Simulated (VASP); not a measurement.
Bi, 2 atoms in the cell. Symmetry: R-3m, No. 166, trigonal system. Conventional cell: a = 4.581 Å, b = 4.581 Å, c = 12.147 Å, α = 90.00°, β = 90.00°, γ = 120.00°. Around Bi (site symmetry 3m) lie 3 Bi at 3.11 Å. 

| Item | Value |
| --- | --- |
| Program | VASP 6.6.1 |
| Task | relaxation of cell and atoms |
| Functional | PBE |
| Potentials or basis | VASP PAW PBE potentials, release 64 (Bi_d) |
| Cutoff | 520 eV |
| k mesh | 12 × 12 × 12 |
| Occupations | gaussian, width 0.1 eV |
| Spin | no spin polarisation |
| Further INCAR settings | ALGO = Normal; EDIFF = 1e-07; IBRION = 2; POTIM = 0.3; EDIFFG = -0.005; NSW = 60; ISIF = 3 |

Potentials or basis: VASP PAW PBE potentials, release 64 (Bi_d).

Command:

```sh
$ cat potpaw_PBE.64/Bi_d/POTCAR > POTCAR
$ mpirun -np 1 vasp_std > vasp.out
```

Hardware: 1 thread of Intel(R) Xeon(R) Platinum 8488C (Sapphire Rapids), on a shared host.

Task: Estimate the wall time of this run.

Result: It took 3.5 min on 1 thread of Intel(R) Xeon(R) Platinum 8488C (Sapphire Rapids), on a shared host, peak memory 0.36 GiB. Counts: scf iterations 19, k points 189, ion steps 2.
